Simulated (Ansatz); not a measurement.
The system is HfO2.

```xyz
3
Lattice="0.0000 2.5575 2.5575 2.5575 0.0000 2.5575 2.5575 2.5575 0.0000" Properties=species:S:1:pos:R:3 pbc="T T T"
Hf    0.0000    0.0000    0.0000
O     3.8363    3.8363    3.8363
O     1.2788    1.2788    1.2788
```

Measurements of this composition are mostly on another form, of space group No. 14.

Program: Ansatz 0.2.0. Alike in all runs: potentials or basis Ansatz PAW; cell as given. Hardware: 2 threads of Arm Neoverse V1, with other jobs on the host.

**Question.** Order these runs on this cell by their wall time, lowest first.
A. task single point; level HSE03+D3(BJ); spin SOC, no magnetisation; k mesh 5 × 5 × 5; cutoff (eV) 420; smearing fermi-dirac 0.05 eV; mesh quality coarse
B. task projected density of states; level r2SCAN+rVV10; spin off; k mesh 9 × 9 × 9; cutoff (eV) 500; smearing fermi-dirac 0.1 eV; other keys scf.convergence.dr2_threshold = 1e-09; scf.mixing.algorithm = broyden;; mesh quality not flagged
C. task single point; level PBE+U; spin off; U Hf d U = 5.3 eV; k mesh 9 × 9 × 9; cutoff (eV) 420; smearing fermi-dirac 0.1 eV; hubbard projectors all-electron-ortho-atomic; double counting fll (the default); other keys scf.occupations.method = fermi_dirac; scf.occupations.width = 0.1; mesh quality not flagged

**Answer.** C (2 s), B (7.2 s), A (180 s).

Caveats: some runs use coarse meshes; odd divisions of the mesh miss points on the zone boundary, where band edges often lie, so the gap on the mesh can be too wide; spin-orbit coupling is left out, which moves the levels of the heavy elements (some runs); the dispersion damping was fitted for another functional or another form of the correction (some runs).
